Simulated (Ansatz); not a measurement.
RbBr:

```
Rb Br
1.0
     0.00000    3.42700    3.42700
     3.42700    0.00000    3.42700
     3.42700    3.42700    0.00000
Rb Br
1 1
Direct
  0.00000 0.00000 0.00000
  0.50000 0.50000 0.50000
```

Base run:

| Property | Result |
| --- | --- |
| Program | Ansatz 0.2.0 |
| Functional | PBE0 |
| Potentials or basis | all-electron PAW datasets made for the crystal |
| Cutoff | 220 eV (chosen from the basis error) |
| k mesh | 6 × 6 × 6 |
| Occupations | fermi-dirac, width 0.05 eV |
| Spin | no spin polarisation |

Its results: band gap on the k mesh 6.24 eV, direct; pressure 0.7 GPa.

Q: The run is repeated on the same cell with these changes: functional from PBE0 to PBE; cutoff from 220 eV (chosen from the basis error) to 200 eV (chosen from the basis error). What comes out?

A: Band gap on the k mesh 4.36 eV, direct; pressure 1.0 GPa.

PBE0 gives the wider gap, since exact exchange removes part of the self-interaction.

